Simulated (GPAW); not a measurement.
# SnTe: dielectric tensor with PBE

**The experiment to reproduce.**

A printed reference work, textbook reports, for a bulk crystal of SnTe at 300 K: band gap 0.18 eV (direct).

SnTe:

```
Te Sn
1.0
     0.00000    3.08653    3.08653
     3.08653    0.00000    3.08653
     3.08653    3.08653    0.00000
Te Sn
1 1
Direct
  0.50000 0.50000 0.50000
  0.00000 0.00000 0.00000
```

```yaml
Program: GPAW 26.7.0
Task: dielectric tensor
Functional: PBE
Potentials_or_basis: GPAW PAW data sets (gpaw-data 1.2.1)
Cutoff: 450 eV
Basis: pw
k_mesh: 6 × 6 × 6
Occupations: fermi-dirac, width 0.001 eV
Spin: no spin polarisation
Response_ecut: 80 eV
Maxiter: 150
Response_k_mesh: 18 × 18 × 18
Response_bands: 30
Kernels: "[\"RPA\"]"
Coarser_k_mesh: 18 × 18 × 18
```

The band gap on the k mesh is 0.29 eV, direct. The electronic dielectric tensor (diagonal) is 85.94.

Electronic dielectric tensor:
```
85.94  0.00  0.00
 0.00 85.94  0.00
 0.00  0.00 85.94
```

Wall time 4.6 min on 1 thread of Arm Neoverse V1 (shared host), peak memory 0.49 GiB.

Against the measured gap of SnTe, 0.18 eV (direct; 300 K; a printed reference work, textbook), the calculated 0.29 eV is off by +0.11 eV. Spin-orbit coupling on Sn, Te is left out. The value is that of PBE on a finite k mesh, which can miss the band edges, without temperature or zero-point motion.

Caveat: the gap is small at this level, which inflates the dielectric constant; the long-wavelength limit can be off by a per cent or two; spin-orbit coupling is left out, which moves the levels of the heavy elements.
